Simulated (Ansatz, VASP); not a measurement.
# Ir: VASP beside Ansatz

File INCAR:

```
SYSTEM = Ir
PREC = Accurate
ENCUT = 520
EDIFF = 1E-7
ISMEAR = -1
SIGMA = 0.1
LREAL = .False.
LASPH = .True.
NELM = 150
ALGO = Normal
ISIF = 2
LWAVE = .False.
LCHARG = .True.
ISPIN = 2
MAGMOM = 1
LORBIT = 11
LMAXMIX = 4
GGA = PE
LELF = .True.
LVHAR = .True.
NBANDS = 14
```

File KPOINTS:

```
Automatic mesh
0
Gamma
  7 7 7
  0 0 0
```

The input POSCAR:

```
Ir
1.0
    0.0000000000      1.9357313511      1.9357313511
    1.9357313511      0.0000000000      1.9357313511
    1.9357313511      1.9357313511      0.0000000000
Ir
1
Direct
    0.0000000000      0.0000000000      0.0000000000
```

Input for Ansatz:

```yaml
crystal:
  lattice:
    - [0.0, 1.9357313511, 1.9357313511]
    - [1.9357313511, 0.0, 1.9357313511]
    - [1.9357313511, 1.9357313511, 0.0]
  atoms:
    - { symbol: Ir, position: [0.0, 0.0, 0.0], spin: 1.0 }
hamiltonian:
  xc: pbe
  pseudopotentials:
    kind: paw
    azcp:
      Ir: "pseudopotentials/Ir.paw.azcp"
basis:
  ecutwfc: 420
  fft_grid_basis: typed
kpoints:
  mp_grid: { grid: [7, 7, 7], shift: [0, 0, 0] }
magnetization:
  spin_polarized: true
scf:
  occupations: { method: fermi_dirac, width: 0.1 }
```

Alike in both runs: task single point; functional PBE; k mesh 7 × 7 × 7; occupations fermi-dirac, width 0.1 eV; collinear spin.

```csv
,VASP,Ansatz
version,VASP 6.6.1,Ansatz 0.2.0
potentials or method,"VASP PAW PBE potentials, release 64 (Ir)","plane waves (420 eV) with PAW, scalar-relativistic"
plane-wave cutoff (eV),520,420
valence electrons in the cell,9,17
```

|  | VASP | Ansatz | Ansatz less VASP |
| --- | --- | --- | --- |
| net moment per atom (μB) | 0.00 | 0.00 | 0.000 |

The two sets of potentials don't hold the same shells in valence. Ansatz warned: «seeded_moment_not_kept».

Caveats: the k mesh is coarse (spacing up to 0.40 Å⁻¹), so the values aren't converged. The runs have no spin-orbit coupling, so splittings on Ir are missing.
